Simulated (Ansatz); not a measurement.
## Ionic part of the dielectric constant of BP at 30 GPa, mode by mode

These are results of Ansatz 0.2.0, DFT PBE, scalar-relativistic, plane waves, PAW, not measurements. Settings: 420 eV plane-wave cutoff, Γ-centred 12×12×12 mesh, fixed occupations. No spin polarisation. Phonons by linear response, acoustic sum rule imposed.

Symmetry: F-43m, No. 216, cubic system. The conventional cell has a = 4.338 Å, b = 4.338 Å, c = 4.338 Å, α = 90.00°, β = 90.00°, γ = 90.00°. B (site symmetry -43m) has 4 P at 1.88 Å as nearest neighbours. Around P (site symmetry -43m) lie 4 B at 1.88 Å.

Other phases may be more stable at this pressure.

The primitive cell has V = 20.41 Å³ and ε∞,zz = 9.148. Each polar mode adds Δε = (4.92064×10⁷/V)·S/ν² along z, with S its oscillator strength in e²/amu, ν in cm⁻¹ and V in Å³.

Task: From these modes, find each Δε and ε0,zz.
```
ν (cm⁻¹) S_zz (e²/amu)
   919.9         0.1157
```

Result:
```tsv
ν (cm⁻¹)	Δε
919.9	0.33
```

The sum is 0.330, so ε0,zz = 9.48; the run's tensor has 9.48.

Task: Where do the longitudinal modes lie for a wave vector along z?

Result: At 936 cm⁻¹. The Lyddane–Sachs–Teller product Π(ν_LO/ν_TO)² = 1.04 matches ε0/ε∞ = 1.04.

Cost: 1 run of about 0.26 core-minutes, on AMD EPYC 9R45 (Zen 5) (shared hosts).

The static dielectric response of BP is almost entirely electronic: the lattice adds only 0.33 to an ε∞ of 9.148. Boron and phosphorus differ little in electronegativity, so their tetrahedral sp³ bonds are strongly covalent and the optical displacement creates only a modest dipole. The stiff bonds and the light boron atom also put the transverse mode at 919.9 cm⁻¹, and the inverse-square dependence on frequency suppresses its contribution further. The same weak polarity, together with strong electronic screening of the long-range field, explains why the longitudinal mode lies only slightly higher, at 936 cm⁻¹. Cubic symmetry makes the zz component representative of every direction.

The Lyddane–Sachs–Teller agreement shows that the mode data and the dielectric tensor are mutually consistent, but it is not an independent test of their accuracy. Because the ionic term is so small, any error in ε0 probably comes mainly from ε∞, which semilocal functionals tend to overestimate. With a single pressure, the effect of compression on bond polarity remains undetermined.
